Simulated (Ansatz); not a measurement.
Stress against strain in SrO

```xyz
2
Lattice="0.0000 2.5698 2.5698 2.5698 0.0000 2.5698 2.5698 2.5698 0.0000" Properties=species:S:1:pos:R:3 pbc="T T T"
Sr    0.0000    0.0000    0.0000
O     2.5698    2.5698    2.5698
```

Atoms are numbered in the order listed.

Conventional cell: a = 5.140 Å, b = 5.140 Å, c = 5.140 Å, α = 90.00°, β = 90.00°, γ = 90.00°. Sr (atom 1) is surrounded by 6 O at 2.57 Å. Around O (atom 2) lie 6 Sr at 2.57 Å.

The geometry is COD entry 1100027, unchecked; take it as a test cell. It is an old determination, and later ones may differ.

Theory: DFT, LDA, all-electron LAPW, scalar-relativistic in Ansatz 0.2.0.

The runs use a Γ-centred 8×8×8 k mesh, Fermi–Dirac smearing of 0.02 eV, basis error target 0.25 meV/atom, no spin polarisation.

The strain is applied along the Cartesian axes of the cell as listed (γ is the engineering shear, twice εxy = εyz = εzx). Fractional coordinates are held (clamped ions).

σ is the change of stress from the unstrained cell, which is at -4.17 GPa; tension is positive, so slopes are stress–strain coefficients at that pressure.

Only quantities that a quadratic follows smoothly over the whole series are listed; rougher ones are left out.

| γ | σxy (GPa) |
| --- | --- |
| -0.0300 | -1.57 |
| -0.0200 | -1.08 |
| 0.0000 | 0.00 |
| 0.0100 | 0.58 |
| 0.0200 | 1.19 |
| 0.0300 | 1.83 |

(1) Fit the series and read off the stiffness at zero strain.

(2) One run, at γ = -0.0100, is withheld. Predict its row.

Answers

(1) Least-squares fits y = p0 + p1 x + p2 x² to the rows give σxy (GPa): p1 = 56.7, p2 = 150. So C44 (clamped ions) = 57 GPa.

(2) The fits give -0.55; the run gave -0.55.
